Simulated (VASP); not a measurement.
Write the native input for VASP 6.6.1 that does the following.

```yaml
Task: relaxation of cell and atoms
Functional: PBEsol
Dispersion: rVV10
Potentials_or_basis: VASP PAW PBE potentials, release 64 (Hf_pv, O)
Cutoff: 600 eV
k_mesh: 6 × 6 × 8
Occupations: fermi-dirac, width 0.05 eV
Spin: no spin polarisation
Further_INCAR_settings: ALGO = Fast; EDIFF = 1e-07; IBRION = 2; EDIFFG = -0.02; NSW = 40; ISIF = 3
```

The structure of HfO2 lies in POSCAR:

```
HfO2
1.0
    4.8135329900      0.0000000000      0.0000000000
    0.0000000000      4.8135329900      0.0000000000
    0.0000000000      0.0000000000      3.2054154100
Hf O
2 4
Direct
    0.5000000000      0.5000000000      0.5000000000
    0.0000000000      0.0000000000      0.0000000000
    0.8050448800      0.1949551200      0.5000000000
    0.6949551200      0.6949551200      0.0000000000
    0.3050448800      0.3050448800      0.0000000000
    0.1949551200      0.8050448800      0.5000000000
```

Measurements of this composition are mostly on another form, of space group No. 14.

One way to write it, as run:

INCAR

```
  ALGO = Fast
  BPARAM = 20.0
  CPARAM = 0.0093
  EDIFF = 1E-7
  EDIFFG = -0.02
  ENCUT = 600
  GGA = PS
  IBRION = 2
  ISIF = 3
  ISMEAR = -1
  IVDW_NL = 2
  LASPH = T
  LCHARG = F
  LREAL = F
  LUSE_VDW = T
  LWAVE = F
  NELM = 60
  NSW = 40
  PREC = Accurate
  SIGMA = 0.05
```

KPOINTS

```
k-points
0
Gamma
  6 6 8
```

Potentials or basis: VASP PAW PBE potentials, release 64 (Hf_pv, O).

Command:

```console
$ cat potpaw_PBE.64/Hf_pv/POTCAR potpaw_PBE.64/O/POTCAR > POTCAR
$ mpirun -np 1 vasp_std > vasp.out
```

Results of the run:

```
Relaxed volume                         : 12.30 Å³/atom
Relaxed cell                           : a = 4.804 Å, b = 4.804 Å, c = 3.196 Å, α = 90.00°, β = 90.00°, γ = 90.00°
Space group after relaxing (to 0.05 Å) : P4_2/mnm (No. 136)
Energy gained by relaxing              : 0.4 meV/atom
Ionic steps                            : 3
Pressure after relaxing                : 0.1 GPa
Largest force after relaxing           : 0.013 eV/Å
Band gap on the k mesh                 : 3.89 eV, direct
```

Caveat: the PAW data sets were made with another functional, which shifts forces and pressure a little; spin-orbit coupling is left out, which moves the levels of the heavy elements.

Wall time 6.9 min on 1 thread of AMD EPYC 9R14 (Zen 4) (shared host), peak memory 0.41 GiB.
